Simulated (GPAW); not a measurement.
The system is CsBr.

```xyz
2
Lattice="4.3256 0.0000 0.0000 0.0000 4.3256 0.0000 0.0000 0.0000 4.3256" Properties=species:S:1:pos:R:3 pbc="T T T"
Cs    0.0000    0.0000    0.0000
Br    2.1628    2.1628    2.1628
```

The cell comes from a database or a generator and needn't be the stable form of this composition.

```yaml
Program: GPAW 26.7.0
Task: single point
Functional: PBE
Potentials_or_basis: GPAW PAW data sets (gpaw-data 1.2.1)
Cutoff: 600 eV
Basis: pw
k_mesh: 6 × 6 × 6
Occupations: fermi-dirac, width 0.05 eV
Spin: no spin polarisation
```

On this cell: pressure 0.6 GPa; largest force zero by symmetry; band gap on the k mesh 4.42 eV, indirect (least direct gap 4.43 eV).

The same run follows on a disturbed copy (atoms moved at random, drawn with an rms of 0.05 Å):

```xyz
2
Lattice="4.3256 0.0000 0.0000 0.0000 4.3256 0.0000 0.0000 0.0000 4.3256" Properties=species:S:1:pos:R:3 pbc="T T T"
Cs    0.0586   -0.0119    0.0051
Br    2.1945    2.1619    2.1507
```

Q: What changes?

A: The energy moves by +0.2 meV/atom; pressure 0.7 GPa; largest force 0.026 eV/Å; band gap on the k mesh 4.42 eV, indirect (least direct gap 4.43 eV).

Forces on the atoms (eV/Å):
```
Cs  -0.020  0.008 -0.013
Br   0.020 -0.008  0.013
```

Caveats: spin-orbit coupling is left out, which moves the levels of the heavy elements.

